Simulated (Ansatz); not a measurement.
**PbF2 (Fm-3m, relaxed from a CdCl2 start): how the settings move a single-point run**

How sensitive is a single-point run of PbF2 (Fm-3m, relaxed from a CdCl2 start) to its settings? A reference run comes first, then four runs with altered input.

Method: reference: DFT PBE, scalar-relativistic, plane waves, PAW, in Ansatz 0.2.0.

1 further run of the same task is left out (it didn't finish). Runs told in other sessions of the task aren't counted.

## 1. The system as given

Symmetry: Fm-3m, No. 225, cubic system. The conventional cell has a = 6.001 Å, b = 6.001 Å, c = 6.001 Å, α = 90.00°, β = 90.00°, γ = 90.00°. Around Pb (site symmetry m-3m) lie 8 F at 2.60 Å. Around F (site symmetry -43m) lie 4 Pb at 2.60 Å.

Coordinates:

```cif
data_structure
_symmetry_space_group_name_H-M 'Fm-3m'
_symmetry_Int_Tables_number 225
_cell_length_a 6.0007
_cell_length_b 6.0007
_cell_length_c 6.0007
_cell_angle_alpha 90.000
_cell_angle_beta 90.000
_cell_angle_gamma 90.000
_cell_volume 216.07
loop_
_atom_site_label
_atom_site_type_symbol
_atom_site_symmetry_multiplicity
_atom_site_Wyckoff_symbol
_atom_site_fract_x
_atom_site_fract_y
_atom_site_fract_z
_atom_site_occupancy
Pb1 Pb 4 a 0.00000 0.00000 0.00000 1
F1 F 8 c 0.75000 0.25000 0.75000 1
```

## 2. Baseline

File input.yaml:

```yaml
crystal:
  lattice:
    - [2.1210841894, 1.2246085277, 3.4660246807]
    - [-2.1210841894, 1.2246085277, 3.4660246807]
    - [0.0, -2.4492170554, 3.4660246807]
  atoms:
    - { symbol: Pb, position: [0.0, 0.0, 0.0] }
    - { symbol: F, position: [0.2499510902, 0.2499510902, 0.2499510902] }
    - { symbol: F, position: [0.7500489098, 0.7500489098, 0.7500489098] }
basis:
  ecutwfc: 420
  ecutrho_ratio: 4
kpoints:
  mp_grid: { grid: [10, 10, 10] }
  band_path:
    path:
      - [[0.0, 0.0, 0.0], [0.5, 0.5, 0.5], [0.75011098, 0.24988902, 0.5]]
      - [[0.5, -0.24988902, 0.24988902], [0.5, 0.0, 0.0], [0.0, 0.0, 0.0], [0.37494451, -0.37494451, 0.0]]
      - [[0.62505549, 0.0, 0.37494451], [0.5, 0.0, 0.5], [0.0, 0.0, 0.0]]
    npoints: 14
hamiltonian:
  xc: pbe
scf:
  occupations: { method: gaussian, width: 0.05 }
  n_extra_bands: 12
output:
  forces: true
  stress: true
  eigenvalues: true
  populations: true
  dos: { projected: true, de: 0.02, nscf_kmesh: { grid: [15, 15, 15] } }
  bader: true
  write_density: true
  write_potential: true
  elf: true
  volumetric_format: npy
```

Launch:

```sh
> ansatz run input.yaml --threads 2 --pin off --max-ram 2662MiB --backend cpu --events-out ev --progress --plain --runs-dir out
```

## 3. Changing settings: mixing.algorithm msr1, mixing.beta 0.9, mixing.ndim 4, chi_scale 0.1

File input.yaml:

```yaml
crystal:
  lattice:
    - [2.121084189379, 1.224608527712, 3.4660246807]
    - [-2.121084189379, 1.224608527712, 3.4660246807]
    - [0.0, -2.449217055424, 3.4660246807]
  atoms:
    - { symbol: Pb, position: [0.0, 0.0, 0.0] }
    - { symbol: F, position: [0.2499510902, 0.2499510902, 0.2499510902] }
    - { symbol: F, position: [0.7500489098, 0.7500489098, 0.7500489098] }
basis:
  ecutwfc: 420
  ecutrho_ratio: 4
kpoints:
  mp_grid: { grid: [10, 10, 10] }
hamiltonian:
  xc: pbe
scf:
  occupations: { method: gaussian, width: 0.05 }
  mixing: { algorithm: msr1, beta: 0.9, ndim: 4 }
  initial_density: { chi_scale: 0.1 }
output:
  forces: true
  stress: true
```

## 4. Changing settings: ecutwfc 600 eV, mp_grid.grid [7, 7, 7], n_extra_bands 1

File input.yaml:

```yaml
crystal:
  lattice:
    - [2.121084189379, 1.224608527712, 3.4660246807]
    - [-2.121084189379, 1.224608527712, 3.4660246807]
    - [0.0, -2.449217055424, 3.4660246807]
  atoms:
    - { symbol: Pb, position: [0.0, 0.0, 0.0] }
    - { symbol: F, position: [0.2499510902, 0.2499510902, 0.2499510902] }
    - { symbol: F, position: [0.7500489098, 0.7500489098, 0.7500489098] }
basis:
  ecutwfc: "600 eV"
  ecutrho_ratio: 4
kpoints:
  mp_grid: { grid: [7, 7, 7] }
hamiltonian:
  xc: pbe
scf:
  occupations: { method: gaussian, width: 0.05 }
  n_extra_bands: 1
output:
  forces: true
  stress: true
  write_density: true
  write_potential: true
  elf: true
  volumetric_format: npy
```

## 5. Variant: occupations.method cold

File input.yaml:

```yaml
crystal:
  lattice:
    - [2.121084189379, 1.224608527712, 3.4660246807]
    - [-2.121084189379, 1.224608527712, 3.4660246807]
    - [0.0, -2.449217055424, 3.4660246807]
  atoms:
    - { symbol: Pb, position: [0.0, 0.0, 0.0] }
    - { symbol: F, position: [0.2499510902, 0.2499510902, 0.2499510902] }
    - { symbol: F, position: [0.7500489098, 0.7500489098, 0.7500489098] }
basis:
  ecutwfc: 420
  ecutrho_ratio: 4
kpoints:
  mp_grid: { grid: [10, 10, 10] }
hamiltonian:
  xc: pbe
scf:
  occupations: { method: cold, width: 0.05 }
output:
  forces: true
  stress: true
```

## 6. Changing settings: xc_grid 4, dr2_threshold 1.0e-11

File input.yaml:

```yaml
crystal:
  lattice:
    - [2.121084189379, 1.224608527712, 3.4660246807]
    - [-2.121084189379, 1.224608527712, 3.4660246807]
    - [0.0, -2.449217055424, 3.4660246807]
  atoms:
    - { symbol: Pb, position: [0.0, 0.0, 0.0] }
    - { symbol: F, position: [0.2499510902, 0.2499510902, 0.2499510902] }
    - { symbol: F, position: [0.7500489098, 0.7500489098, 0.7500489098] }
basis:
  ecutwfc: 420
  ecutrho_ratio: 4
  xc_grid: 4
kpoints:
  mp_grid: { grid: [10, 10, 10] }
hamiltonian:
  xc: pbe
scf:
  occupations: { method: gaussian, width: 0.05 }
  convergence: { dr2_threshold: 1.0e-11 }
output:
  forces: true
  stress: true
  write_density: true
  write_potential: true
  elf: true
  volumetric_format: npy
```

What does the calculation give? Wanted: for each run, ending; energy change; pressure; gap; force.

As calculated:

```
                                                                    run     ending       energy change  pressure (GPa)  gap (eV)  force (eV/Å)  cycles   time
                                                              reference  converged                   0             0.0      4.43          0.00       6   21 s
1: mixing.algorithm msr1, mixing.beta 0.9, mixing.ndim 4, chi_scale 0.1  converged        0.0 meV/atom             0.0      4.43          0.00       9  3.4 s
             2: ecutwfc 600 eV, mp_grid.grid [7, 7, 7], n_extra_bands 1  converged       -3.7 meV/atom             0.0      4.47          0.00       6  2.6 s
                                             3: occupations.method cold  converged  0.0 meV/atom (σ→0)             0.0      4.43          0.00       6  2.8 s
                                    4: xc_grid 4, dr2_threshold 1.0e-11  converged        0.0 meV/atom             0.0      4.43          0.00      10  4.5 s
```

Times don't compare one to one where runs were asked for different outputs or read a saved state (see the inputs); cycles may leave out searches for a lower state.

Residual by cycle in the longest SCF loop of each run; runs are numbered as in the table. The quantity is the density residual dr2, in eV.

```
cycle  reference   run 1   run 2   run 3    run 4
    1     5.4e-5    2.34  5.4e-5  5.6e-5   5.5e-5
    2     4.1e-5    1.92  1.4e-5  4.6e-5   4.6e-5
    3     4.2e-6  0.0606  7.1e-6  4.2e-6   4.2e-6
    4     1.4e-6  0.0105  3.8e-7  1.0e-6   1.0e-6
    5     5.5e-7  6.3e-4  2.4e-8  6.2e-7   6.1e-7
    6     1.8e-8  4.0e-5  1.4e-9  2.6e-8   2.5e-8
    7          -  1.2e-6       -       -  4.3e-10
    8          -  1.4e-7       -       -  4.3e-10
    9          -  3.2e-8       -       -  3.5e-10
   10          -       -       -       -  9.3e-13
```

What this shows: The gap of the reference lacks spin-orbit coupling, though the cell holds Pb.

These are semilocal Kohn-Sham gaps, which aren't the measured quantity. Such gaps usually fall short of the measured ones; spin-orbit coupling, left out here, narrows gaps with Pb, so the two errors partly cancel.
